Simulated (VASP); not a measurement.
**SnSe in VASP: one cell, several levels of theory**

Aim: gap, levels, forces and stress of SnSe (zincblende), under +5.0 % strain along z alone at fixed geometry. Runs: PBE, r2SCAN. The results are then set beside those of Ansatz 0.2.0 for the same cell. This is a trial cell built on a prototype, not taken from a measured structure, and it needn't be the compound's ground state.

Program: VASP 6.6.1. PAW datasets, plane waves. (Calculated; spin-unpolarised; the phase may be known or hypothetical.)

## 1. The structure to begin with

The cell comes from an earlier relaxation with r2SCAN in another program, then strained, with the atoms relaxed again.

Space group I-4m2 (No. 119), tetragonal; conventional cell a = 4.757 Å, c = 7.064 Å, 39.97 Å³ an atom. Around Sn lie 4 Se at 2.96 Å; around Se lie 4 Sn at 2.96 Å.

Structure file:

```cif
data_structure
_symmetry_space_group_name_H-M 'I-4m2'
_symmetry_Int_Tables_number 119
_cell_length_a 4.7574
_cell_length_b 4.7574
_cell_length_c 7.0644
_cell_angle_alpha 90.000
_cell_angle_beta 90.000
_cell_angle_gamma 90.000
_cell_volume 159.89
loop_
_atom_site_label
_atom_site_type_symbol
_atom_site_symmetry_multiplicity
_atom_site_Wyckoff_symbol
_atom_site_fract_x
_atom_site_fract_y
_atom_site_fract_z
_atom_site_occupancy
Sn1 Sn 2 a 0.00000 0.00000 0.00000 1
Se1 Se 2 d 0.50000 0.00000 0.25000 1
```

## 2. PBE

Contents of INCAR:

```
ENCUT = 520.000000
SIGMA = 0.020000
EDIFF = 1.00e-07
GGA = PE
PREC = Accurate
IBRION = -1
ISIF = 2
ISMEAR = -1
NBANDS = 17
NELM = 120
NSW = 0
LASPH = .TRUE.
LCHARG = .FALSE.
LWAVE = .FALSE.
LREAL = .FALSE.
```

Contents of KPOINTS:

```
KPOINTS created by Atomic Simulation Environment
0
Gamma
6 6 6
0 0 0
```

Contents of KPOINTS_OPT:

```
special points
6
Reciprocal
0.0000000000 0.0000000000 0.0000000000 1
-0.5000000000 -0.5000000000 0.0000000000 1
-0.3750000000 -0.3750000000 0.2500000000 1
-0.3750000000 0.0000000000 0.3750000000 1
0.0000000000 0.0000000000 0.5000000000 1
-0.5000000000 -0.2500000000 0.2500000000 1
```

Contents of POSCAR:

```
Sn Se
 1.0000000000000000
     0.0000000000000000    3.3639842879000001    3.5321835023000001
     3.3639842879000001    0.0000000000000000    3.5321835023000001
     3.3639842879000001    3.3639842879000001    0.0000000000000000
 Sn  Se
   1   1
Cartesian
  0.0000000000000000  0.0000000000000000  0.0000000000000000
  1.6819921439500001  1.6819921439500001  1.7660917511500005
```

The run uses the recommended PBE PAW datasets (20 valence electrons a neutral cell).

The run is started by

```console
$ mpirun -np 1 vasp_std
```

Standard output, without the iteration lines:

```text
POSCAR found type information on POSCAR SnSe
 POSCAR found :  2 types and       2 ions
 LDA part: xc-table for (Slater+PW92), standard interpolation
 POSCAR, INCAR and KPOINTS ok, starting setup
 FFT: planning ... GRIDC
 FFT: planning ... GRID_SOFT
 FFT: planning ... GRID
 WAVECAR not read
 entering main loop
 Start KPOINTS_OPT (optional k-point list driver)
k-point batch [1-6\6]
```

OSZICAR:

```text
N       E                     dE             d eps       ncg     rms          rms(c)
DAV:   1     0.135433259275E+03    0.13543E+03   -0.95967E+03  1021   0.124E+03
DAV:   2     0.639994681546E+01   -0.12903E+03   -0.12493E+03  1077   0.324E+02
DAV:   3    -0.769330875695E+01   -0.14093E+02   -0.14003E+02  1243   0.969E+01
DAV:   4    -0.810664713417E+01   -0.41334E+00   -0.41295E+00  1199   0.183E+01
DAV:   5    -0.812058747631E+01   -0.13940E-01   -0.13940E-01  1494   0.319E+00    0.317E+00
DAV:   6    -0.774532078879E+01    0.37527E+00   -0.10937E+00  1463   0.474E+00    0.188E+00
DAV:   7    -0.774490157905E+01    0.41921E-03   -0.11767E-01  1082   0.141E+00    0.994E-01
DAV:   8    -0.774806490711E+01   -0.31633E-02   -0.14820E-02  1191   0.107E+00    0.130E-01
DAV:   9    -0.774819694472E+01   -0.13204E-03   -0.42407E-03  1152   0.400E-01    0.932E-02
DAV:  10    -0.774867448628E+01   -0.47754E-03   -0.69853E-04  1079   0.160E-01    0.253E-02
DAV:  11    -0.774878282981E+01   -0.10834E-03   -0.12068E-04  1176   0.613E-02    0.795E-03
DAV:  12    -0.774879303555E+01   -0.10206E-04   -0.14069E-05  1109   0.380E-02    0.261E-03
DAV:  13    -0.774879509831E+01   -0.20628E-05   -0.35782E-06  1121   0.900E-03    0.220E-03
DAV:  14    -0.774879521139E+01   -0.11308E-06   -0.53321E-07  1105   0.461E-03    0.415E-04
DAV:  15    -0.774879522898E+01   -0.17583E-07   -0.30525E-08  1002   0.109E-03
   1 F= -.77487952E+01 E0= -.77487246E+01  d E =-.141227E-03
       N       E                     dE             ncg
DAV:   1     0.864112554189E+03   -0.35395E+04      204
DAV:   2     0.131360976148E+03   -0.73275E+03      228
DAV:   3     0.498457982623E+02   -0.81515E+02      251
DAV:   4     0.473824018415E+02   -0.24634E+01      239
DAV:   5     0.472992224096E+02   -0.83179E-01      293
DAV:   6     0.472977364197E+02   -0.14860E-02      238
DAV:   7     0.472977094437E+02   -0.26976E-04      316
DAV:   8     0.472977090866E+02   -0.35711E-06      255
DAV:   9     0.472977090835E+02   -0.30916E-08      180
```

The lines after F= are the extra pass for the points of KPOINTS_OPT, at fixed density; their E is not a total energy.

OUTCAR, selected sections:

```text
k-points           NKPTS =     30   k-points in BZ     NKDIM =     30   number of bands    NBANDS=     17

   NELECT =      20.0000    total number of electrons

   dimension x,y,z NGX =    36 NGY =   36 NGZ =   36
   dimension x,y,z NGXF=    72 NGYF=   72 NGZF=   72

  energy-cutoff  :      520.00
  volume of cell :       79.94
      direct lattice vectors                 reciprocal lattice vectors
     0.000000000  3.363984288  3.532183502    -0.148633274  0.148633274  0.141555500
     3.363984288  0.000000000  3.532183502     0.148633274 -0.148633274  0.141555500
     3.363984288  3.363984288  0.000000000     0.148633274  0.148633274 -0.141555500

 k-points in reciprocal lattice and weights: KPOINTS created by Atomic Simulation Env
   0.00000000  0.00000000  0.00000000       0.005
   0.16666667  0.00000000  0.00000000       0.037
   0.33333333 -0.00000000  0.00000000       0.037
   0.50000000  0.00000000  0.00000000       0.019
   0.16666667  0.16666667  0.00000000       0.009
   0.33333333  0.16666667  0.00000000       0.037
   0.50000000  0.16666667  0.00000000       0.037
  -0.33333333  0.16666667  0.00000000       0.037
[... 22 more k-points ...]

 E-fermi :   2.6016

 k-point     1 :       0.0000    0.0000    0.0000
  band No.  band energies     occupation
      1     -19.1926      2.00000
      2     -19.1858      2.00000
      3     -19.1858      2.00000
      4     -19.1827      2.00000
      5     -19.1757      2.00000
      6     -10.4131      2.00000
      7      -2.8403      2.00000
      8       0.3208      2.00000
      9       0.5057      2.00000
     10       0.5057      2.00000
     11       4.0402      0.00000
     12       4.0402      0.00000
     13       4.1776      0.00000
     14       7.3712      0.00000
     15       9.6958      0.00000
     16      10.3352      0.00000
     17      10.7417      0.00000

 k-point     2 :       0.1667    0.0000    0.0000
  band No.  band energies     occupation
      1     -19.1923      2.00000
      2     -19.1861      2.00000
      3     -19.1853      2.00000
      4     -19.1826      2.00000
      5     -19.1755      2.00000
      6     -10.3213      2.00000
      7      -3.3110      2.00000
      8       0.2214      2.00000
      9       0.3750      2.00000
     10       0.6076      2.00000
     11       4.0825      0.00000
     12       4.2959      0.00000
     13       4.4234      0.00000
     14       8.2547      0.00000
     15       9.2209      0.00000
     16       9.6157      0.00000
     17      10.6622      0.00000

 k-point     3 :       0.3333   -0.0000    0.0000
  band No.  band energies     occupation
      1     -19.1920      2.00000
      2     -19.1864      2.00000
      3     -19.1848      2.00000
      4     -19.1820      2.00000
      5     -19.1751      2.00000
      6     -10.1194      2.00000
      7      -4.0923      2.00000
      8      -0.0283      2.00000
      9       0.1552      2.00000
     10       0.5599      2.00000
     11       4.6378      0.00000
     12       4.7040      0.00000
     13       5.0428      0.00000
     14       8.8149      0.00000
     15       9.5450      0.00000
     16       9.6007      0.00000
     17      10.8517      0.00000

 k-point     4 :       0.5000    0.0000    0.0000
  band No.  band energies     occupation
      1     -19.1921      2.00000
      2     -19.1864      2.00000
      3     -19.1848      2.00000
      4     -19.1814      2.00000
      5     -19.1748      2.00000
      6     -10.0070      2.00000
      7      -4.4443      2.00000
      8      -0.1396      2.00000
      9       0.0601      2.00000
     10       0.4638      2.00000
     11       4.7812      0.00000
     12       4.8473      0.00000
     13       5.7752      0.00000
     14       8.9245      0.00000
     15       9.8517      0.00000
     16      10.3409      0.00000
     17      10.4830      0.00000

[... the tables of k-points 5 to 30 left out ...]

  Total       -0.3749670     -0.3749670     -0.4722853      0.0000000      0.0000000      0.0000000
  in kB       -7.5148878     -7.5148878     -9.4652887      0.0000000      0.0000000      0.0000000
  external PRESSURE =      -8.1650214 kB  Pullay stress =       0.0000000 kB

 POSITION                                       TOTAL-FORCE (eV/Angst)
 -----------------------------------------------------------------------------------
      0.00000      0.00000      0.00000        -0.000000     -0.000000      0.000000
      1.68199      1.68199      1.76609         0.000000      0.000000     -0.000000
 -----------------------------------------------------------------------------------
    total drift:                               -0.000000     -0.000000     -0.000000

  FREE ENERGIE OF THE ION-ELECTRON SYSTEM (eV)
  ---------------------------------------------------
  free  energy   TOTEN  =        -7.7487952290 eV

  energy  without entropy=       -7.7486540019  energy(sigma->0) =       -7.74872462
```

Hardware: 1 MPI rank of Intel Xeon Platinum 8488C, shared host.

The levels at the points of KPOINTS_OPT are read from vasprun.xml.

Levels at the named points, in eV from the top of band v (v: the last filled band by count, c: the next):

| point | v−1 | v | c | c+1 |
| --- | --- | --- | --- | --- |
| Γ | -2.10 | -2.10 | 1.43 | 1.43 |
| X | -3.19 | -0.49 | 0.17 | 4.09 |
| U | -3.00 | -0.42 | 1.29 | 3.21 |
| K | -3.16 | -0.57 | 1.11 | 3.23 |
| L | -2.55 | -2.15 | 2.17 | 2.24 |
| W | -3.47 | 0.00 | 1.59 | 2.25 |

Gap with PBE: 0.05 eV, valence top at W, conduction bottom at (0.50, 0.00, 0.50). Least direct gap: 0.66 eV. Pressure: -0.82 GPa; the forces vanish within 0.01 eV/Å.

## 3. r2SCAN

Contents of INCAR:

```
ENCUT = 520.000000
SIGMA = 0.020000
EDIFF = 1.00e-07
ALGO = Normal
METAGGA = R2SCAN
PREC = Accurate
IBRION = -1
ISIF = 2
ISMEAR = -1
NBANDS = 17
NELM = 120
NSW = 0
LASPH = .TRUE.
LCHARG = .TRUE.
LELF = .TRUE.
LWAVE = .FALSE.
LREAL = .FALSE.
```

KPOINTS is that of step 2.

KPOINTS_OPT is that of step 2.

POSCAR is that of step 2.

The run is started by

```console
$ mpirun -np 1 vasp_std
```

Printed to the terminal (iteration lines stand in OSZICAR):

```text
POSCAR found type information on POSCAR SnSe
 POSCAR found :  2 types and       2 ions
 -----------------------------------------------------------------------------
|                                                                             |
|                                                                             |
|     You enforced a specific xc type in the INCAR file but a different       |
|     I HOPE YOU KNOW WHAT YOU ARE DOING!                                     |
|                                                                             |
 -----------------------------------------------------------------------------

 LDA part: xc-table for (None), standard interpolation
 POSCAR, INCAR and KPOINTS ok, starting setup
 FFT: planning ... GRIDC
 FFT: planning ... GRID_SOFT
 FFT: planning ... GRID
 WAVECAR not read
 entering main loop
 Start KPOINTS_OPT (optional k-point list driver)
k-point batch [1-6\6]
```

OSZICAR:

```text
N       E                     dE             d eps       ncg     rms          rms(c)
DAV:   1     0.103398962528E+03    0.10340E+03   -0.97468E+03  1021   0.126E+03
DAV:   2    -0.282144784237E+02   -0.13161E+03   -0.12739E+03  1085   0.330E+02
DAV:   3    -0.425928365643E+02   -0.14378E+02   -0.14286E+02  1226   0.990E+01
DAV:   4    -0.430218244225E+02   -0.42899E+00   -0.42854E+00  1237   0.188E+01
DAV:   5    -0.430368609113E+02   -0.15036E-01   -0.15036E-01  1493   0.329E+00    0.355E+00
DAV:   6    -0.392463377174E+02    0.37905E+01   -0.14482E+00  1204   0.139E+01    0.240E+00
DAV:   7    -0.392583285171E+02   -0.11991E-01   -0.21538E-01  1141   0.276E+00    0.114E+00
DAV:   8    -0.392680401490E+02   -0.97116E-02   -0.19088E-02  1137   0.139E+00    0.332E-01
DAV:   9    -0.392700558037E+02   -0.20157E-02   -0.58045E-03  1099   0.515E-01    0.145E-01
DAV:  10    -0.392701466503E+02   -0.90847E-04   -0.61251E-04  1277   0.271E-01    0.620E-02
DAV:  11    -0.392703034882E+02   -0.15684E-03   -0.38489E-04  1143   0.160E-01    0.443E-02
DAV:  12    -0.392702668079E+02    0.36680E-04   -0.13494E-04  1326   0.135E-01    0.483E-03
DAV:  13    -0.392702679971E+02   -0.11893E-05   -0.65900E-06  1276   0.197E-02    0.340E-03
DAV:  14    -0.392702679071E+02    0.90018E-07   -0.38266E-07  1245   0.803E-03
   1 F= -.39270268E+02 E0= -.39270250E+02  d E =-.356967E-04
       N       E                     dE             ncg
DAV:   1     0.814144240819E+03   -0.35895E+04      204
DAV:   2     0.593712239763E+02   -0.75477E+03      228
DAV:   3    -0.242532800125E+02   -0.83625E+02      251
DAV:   4    -0.267702223093E+02   -0.25169E+01      239
DAV:   5    -0.268615248484E+02   -0.91303E-01      293
DAV:   6    -0.268636196332E+02   -0.20948E-02      254
DAV:   7    -0.268636532611E+02   -0.33628E-04      292
DAV:   8    -0.268636539411E+02   -0.68000E-06      247
DAV:   9    -0.268636539479E+02   -0.67473E-08      204
```

Parts of OUTCAR:

```text
k-points           NKPTS =     30   k-points in BZ     NKDIM =     30   number of bands    NBANDS=     17

   NELECT =      20.0000    total number of electrons

   dimension x,y,z NGX =    36 NGY =   36 NGZ =   36
   dimension x,y,z NGXF=    72 NGYF=   72 NGZF=   72

  energy-cutoff  :      520.00
  volume of cell :       79.94
      direct lattice vectors                 reciprocal lattice vectors
     0.000000000  3.363984288  3.532183502    -0.148633274  0.148633274  0.141555500
     3.363984288  0.000000000  3.532183502     0.148633274 -0.148633274  0.141555500
     3.363984288  3.363984288  0.000000000     0.148633274  0.148633274 -0.141555500

 k-points in reciprocal lattice and weights: KPOINTS created by Atomic Simulation Env
   0.00000000  0.00000000  0.00000000       0.005
   0.16666667  0.00000000  0.00000000       0.037
   0.33333333 -0.00000000  0.00000000       0.037
   0.50000000  0.00000000  0.00000000       0.019
   0.16666667  0.16666667  0.00000000       0.009
   0.33333333  0.16666667  0.00000000       0.037
   0.50000000  0.16666667  0.00000000       0.037
  -0.33333333  0.16666667  0.00000000       0.037
[... 22 more k-points ...]

 E-fermi :   2.5071

 k-point     1 :       0.0000    0.0000    0.0000
  band No.  band energies     occupation
      1     -20.0442      2.00000
      2     -20.0385      2.00000
      3     -20.0385      2.00000
      4     -20.0296      2.00000
      5     -20.0242      2.00000
      6     -11.1487      2.00000
      7      -3.0163      2.00000
      8      -0.0075      2.00000
      9       0.1812      2.00000
     10       0.1812      2.00000
     11       4.0297      0.00000
     12       4.0297      0.00000
     13       4.1863      0.00000
     14       7.4047      0.00000
     15       9.9760      0.00000
     16      10.6389      0.00000
     17      10.9358      0.00000

 k-point     2 :       0.1667    0.0000    0.0000
  band No.  band energies     occupation
      1     -20.0438      2.00000
      2     -20.0389      2.00000
      3     -20.0379      2.00000
      4     -20.0296      2.00000
      5     -20.0240      2.00000
      6     -11.0510      2.00000
      7      -3.5623      2.00000
      8      -0.1067      2.00000
      9       0.0482      2.00000
     10       0.3507      2.00000
     11       4.0669      0.00000
     12       4.2949      0.00000
     13       4.4373      0.00000
     14       8.3164      0.00000
     15       9.4409      0.00000
     16       9.8469      0.00000
     17      10.7757      0.00000

 k-point     3 :       0.3333   -0.0000    0.0000
  band No.  band energies     occupation
      1     -20.0439      2.00000
      2     -20.0390      2.00000
      3     -20.0368      2.00000
      4     -20.0295      2.00000
      5     -20.0236      2.00000
      6     -10.8356      2.00000
      7      -4.4369      2.00000
      8      -0.3640      2.00000
      9      -0.1775      2.00000
     10       0.3698      2.00000
     11       4.6536      0.00000
     12       4.7204      0.00000
     13       5.0680      0.00000
     14       8.8670      0.00000
     15       9.7768      0.00000
     16       9.8267      0.00000
     17      10.9575      0.00000

 k-point     4 :       0.5000    0.0000    0.0000
  band No.  band energies     occupation
      1     -20.0442      2.00000
      2     -20.0388      2.00000
      3     -20.0364      2.00000
      4     -20.0293      2.00000
      5     -20.0233      2.00000
      6     -10.7154      2.00000
      7      -4.8244      2.00000
      8      -0.4790      2.00000
      9      -0.2756      2.00000
     10       0.2886      2.00000
     11       4.8078      0.00000
     12       4.8702      0.00000
     13       5.8279      0.00000
     14       8.9893      0.00000
     15       9.9726      0.00000
     16      10.6028      0.00000
     17      10.7565      0.00000

[... the tables of k-points 5 to 30 left out ...]

  Total       -0.7466255     -0.7466255     -0.8300167      0.0000000      0.0000000      0.0000000
  in kB      -14.9634663    -14.9634663    -16.6347476      0.0000000      0.0000000      0.0000000
  external PRESSURE =     -15.5205601 kB  Pullay stress =       0.0000000 kB

 POSITION                                       TOTAL-FORCE (eV/Angst)
 -----------------------------------------------------------------------------------
      0.00000      0.00000      0.00000         0.000000     -0.000000      0.000000
      1.68199      1.68199      1.76609        -0.000000      0.000000     -0.000000
 -----------------------------------------------------------------------------------
    total drift:                                0.000003      0.000003      0.000002

  FREE ENERGIE OF THE ION-ELECTRON SYSTEM (eV)
  ---------------------------------------------------
  free  energy   TOTEN  =       -39.2702679071 eV

  energy  without entropy=      -39.2702322104  energy(sigma->0) =      -39.27025006
```

Hardware: 1 MPI rank of Intel Xeon Platinum 8488C, shared host.

The levels at the points of KPOINTS_OPT are read from vasprun.xml.

Levels at the named points, in eV from the top of band v (v: the last filled band by count, c: the next):

| point | v−1 | v | c | c+1 |
| --- | --- | --- | --- | --- |
| Γ | -2.30 | -2.30 | 1.55 | 1.55 |
| X | -3.41 | -0.50 | 0.26 | 4.34 |
| U | -3.21 | -0.42 | 1.41 | 3.41 |
| K | -3.38 | -0.58 | 1.22 | 3.42 |
| L | -2.76 | -2.19 | 2.33 | 2.39 |
| W | -3.69 | 0.00 | 1.78 | 2.35 |

The r2SCAN gap is 0.12 eV and indirect (W to (0.50, 0.00, 0.50)), with 0.76 eV as the least direct one. Pressure: -1.55 GPa; the forces vanish within 0.01 eV/Å.

Axes a, b and c in the maps are those of this run's conventional cell (a, b, c = 4.757, 4.757, 7.064 Å).

Density in a lattice plane of the grid's cell (edges 4.76 and 7.06 Å, at 0.000 of the third edge), which holds Sn and Se.

Values in e/Å³, 12 rows by 8 columns:
```
 3.86  1.11  0.14  0.03  0.02  0.03  0.14  1.11
 0.24  0.15  0.05  0.01  0.01  0.01  0.05  0.15
 0.05  0.04  0.02  0.01  0.00  0.01  0.02  0.04
 0.02  0.01  0.01  0.01  0.01  0.01  0.01  0.01
 0.01  0.01  0.01  0.01  0.02  0.01  0.01  0.01
 0.01  0.01  0.02  0.04  0.06  0.04  0.02  0.01
 0.01  0.02  0.06  0.20  0.31  0.20  0.06  0.02
 0.02  0.04  0.19  0.71  0.81  0.71  0.19  0.04
 0.05  0.08  0.31  0.82 -0.23  0.82  0.31  0.08
 0.24  0.20  0.28  0.76  0.81  0.76  0.28  0.19
 3.86  1.10  0.24  0.24  0.31  0.24  0.24  1.10
12.48  3.77  0.25  0.07  0.06  0.07  0.25  3.77
```
Columns run along the first of these edges and rows up along the second, over one cell in 8 and 12 even steps from the bottom left corner. Atoms in the plane (fractional): Sn at (0.00, 0.00), Se at (0.50, 0.25).

ELF in the same plane.

Ten even steps from ' ' (0.00) to '@' (0.86):
```
..::==++==--..      ..--==++==..
====++====--          --====++==
========--..          ..--======
------::..              ..::----
....                          ..
                                
                                
                                
                                
          ..::------::..        
      ..--==****##****==--..    
    ..--**##%%@@@@@@%%##**--..  
    ::++%%@@@@@@@@@@@@@@%%++::  
    ::**%%@@@@%%##%%@@@@%%**::  
....::++@@@@@@##==##@@@@@@++::..
------==%%@@@@%%##%%@@@@%%==----
====--==**%%@@@@@@@@@@%%**==--==
====++====**%%@@@@@@%%**====++==
....====----==**##**==----====..
@@::::++==--::::--::::--==++::::
```
Columns run along the first of these edges and rows up along the second, over one cell in 16 and 20 even steps from the bottom left corner. Atoms in the plane (fractional): Sn at (0.00, 0.00), Se at (0.50, 0.25).

Both are smooth fields of the valence electrons: close to the nuclei they are not physical.

The highest ELF values outside the cores: 0.87 in the shell around Se, 0.8 Å from Se.

## 4. Summary

| level | gap (eV) | pressure (GPa) | Ansatz: gap (eV) | Ansatz: pressure (GPa) |
| --- | --- | --- | --- | --- |
| PBE | 0.05 | -0.82 | 0.06 | -0.81 |
| r2SCAN | 0.12 | -1.55 | 0.12 | -1.56 |

**Reading.** The gap spans 0.05 eV (PBE) to 0.12 eV (r2SCAN). Spin-orbit coupling is left out, though the cell holds Sn (Z = 50); in an element this heavy it can shift bands and gaps by tenths of an eV. At this one volume the pressure spans -1.6 GPa (r2SCAN) to -0.8 GPa (PBE): PBE wants the largest cell and r2SCAN the smallest. The two programs agree on the gap within 0.01 eV, far less than the spread between functionals. Datasets and cutoffs are each program's own. VASP's cell holds 20 valence electrons and Ansatz's 30.
